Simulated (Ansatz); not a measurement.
Input of an Ansatz 0.2.0 run:

input.yaml

```yaml
crystal:
  lattice:
    - [-1.667437, 1.709674, 1.678003]
    - [1.644845, -1.662476, 1.608214]
    - [1.649741, 1.64478, -1.630805]
  atoms:
    - { symbol: Ag, position: [0.00036, -0.016641, -0.002668] }
kpoints:
  mp_grid: { grid: [11, 11, 11] }
scf:
  occupations: { method: fermi_dirac, width: 0.05 }
hamiltonian:
  xc: pbesol
  pseudopotentials: { kind: all_electron, lapw: { basis_error: 0.001 } }
output:
  forces: true
  stress: true
  eigenvalues: true
  populations: true
```

Potentials or basis: all-electron LAPW, scalar-relativistic.

Launch:

```console
$ ansatz run input.yaml --threads 1 --pin off --max-ram 3072MiB --backend cpu --events-out ev --progress --plain --runs-dir out
```

**Question.** Estimate the pressure.

**Answer.** -7.2 GPa.

**Question.** Estimate the band gap on the k mesh.

**Answer.** None (metal or under the smearing width).

Stress tensor (GPa, compression positive):
```
-7.31  0.47  0.59
 0.47 -6.99 -1.40
 0.59 -1.40 -7.43
```
